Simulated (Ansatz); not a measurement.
`OB(O)[Te]C(F)(F)F` + `CCC(=O)O` → `CC[Te]B(O)O` + `O=C(O)C(F)(F)F`  (formal exchange of groups at a Te–C bond)

Calculated with Ansatz (gas phase, PBE0-D4/def2-TZVP geometries, no zero-point term in ΔE). CCSD(T)/CBS adds triple-zeta CCSD(T) − MP2 to the extrapolated MP2 energy (def2 sets, frozen cores). DFT in def2-TZVPP. def2 core potentials past Kr. For Te outer-core shells are correlated without core-valence functions, which leaves a few kJ/mol of doubt a bond. One conformer a species, not always the lowest.

| level | ΔE (kJ/mol) |
| --- | --- |
| PBE | 31.8 |
| MP2/def2-TZVPP | 14.8 |

**Question.** What does CCSD(T)/CBS give? (Best estimate.)

**Answer.** Computed: +23.0 kJ/mol. The listed levels differ from it by 8.8, -8.2 kJ/mol.

Largest T1 diagnostic among the species: 0.014.

From PBE to PBE0 (25 % exact exchange), in def2-TZVPP and without D4, ΔE moves by −4.0 kJ/mol. In def2-TZVPP, CCSD(T) changes the Hartree–Fock value by −4.5 kJ/mol (the triples alone add −0.5 kJ/mol) and MP2 by −8.4 kJ/mol.

CCSD(T)/CBS has its own doubt, a few kJ/mol and more with outer-core shells, so smaller differences from it don't rank the levels.
